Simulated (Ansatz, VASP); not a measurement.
# MnS in VASP and in Ansatz

Contents of INCAR:

```
PREC = Accurate
ENCUT = 520
EDIFF = 1E-6
ISMEAR = -1
SIGMA = 0.05
LREAL = False
LASPH = True
NELM = 150
ALGO = Normal
ISIF = 2
LWAVE = False
LCHARG = True
ISPIN = 2
MAGMOM = 4 -4 0 0
LORBIT = 11
LMAXMIX = 4
LDAU = True
LDAUTYPE = 2
LDAUL = 2 -1
LDAUU = 3 0
LDAUJ = 0 0
LDAUPRINT = 1
GGA = PS
LELF = True
LVHAR = True
NBANDS = 31
```

File KPOINTS:

```
Automatic mesh
0
Gamma
  9 9 9
```

POSCAR

```
MnS
1.0
   -1.8299960138     -1.0565486911      5.9418405554
    1.8299960138     -1.0565486911      5.9418405554
    0.0000000000      2.1130973824      5.9418405554
Mn S
2 2
Direct
    0.0000000000      0.0000000000      0.0000000000
    0.5000000000      0.5000000000      0.5000000000
    0.2500000000      0.2500000000      0.2500000000
    0.7500000000      0.7500000000      0.7500000000
```

Contents of input.yaml:

```yaml
crystal:
  lattice:
    - [-1.8299960138, -1.0565486911, 5.9418405554]
    - [1.8299960138, -1.0565486911, 5.9418405554]
    - [0.0, 2.1130973824, 5.9418405554]
  atoms:
    - { symbol: Mn, position: [0.0, 0.0, 0.0], spin: 4.0 }
    - { symbol: Mn, position: [0.5, 0.5, 0.5], spin: -4.0 }
    - { symbol: S, position: [0.25, 0.25, 0.25] }
    - { symbol: S, position: [0.75, 0.75, 0.75] }
hamiltonian:
  xc: pbesol
  pseudopotentials: { kind: paw }
  hubbard: { sites: [{ species: Mn, l: d, u_eff: 3.0 }] }
magnetization:
  spin_polarized: true
kpoints:
  mp_grid: { grid: [9, 9, 9] }
scf:
  occupations: { method: fermi_dirac, width: 0.05 }
output:
  forces: true
  stress: true
  eigenvalues: true
```

The cell is a database's computed one.

Alike in both runs: task single point; functional PBEsol; k mesh 9 × 9 × 9; occupations fermi-dirac, width 0.05 eV; collinear spin, antiferromagnetic start; Hubbard terms Mn d U = 3 eV.

```csv
,VASP,Ansatz
version,VASP 6.6.1,Ansatz 0.2.0
potentials or method,"VASP PAW PBE potentials, release 64 (Mn_pv, S)",Ansatz PAW
plane-wave cutoff (eV),520,420
valence electrons in the cell,38,42
```

Ansatz gave:

* gap on the k mesh at the Fermi level (eV): 2.08
* least direct gap on the mesh (eV): 2.51
* pressure (GPa): 0.0
* largest component of the traceless stress (GPa): 0.13
* net moment per atom (μB): 0.00
* size of the moment on the site where the two differ most (μB): 4.33

Estimate VASP's values.

gap on the k mesh at the Fermi level (eV): 1.89; least direct gap on the mesh (eV): 2.41; pressure (GPa): -0.4; largest component of the traceless stress (GPa): 0.09; net moment per atom (μB): 0.00; size of the moment on the site where the two differ most (μB): 4.42.

Site moments also hang on the region over which each program counts them. The programs project onto different local orbitals, so the same U acts differently. The two sets of potentials don't hold the same shells in valence.

Caveats: the PAW data sets were made with another functional, which shifts forces and pressure a little (VASP); an odd mesh through Γ misses points on the zone boundary, where band edges often lie (VASP); the magnetic or orbital state may not be the lowest (Ansatz); odd divisions of the mesh miss points on the zone boundary, where band edges often lie, so the gap on the mesh can be too wide (Ansatz); the PAW data sets come from PBE, with cores solved anew for the run's functional, which leaves a small shift of forces and pressure (Ansatz). The state reached can hang on the start; a lower one may exist.
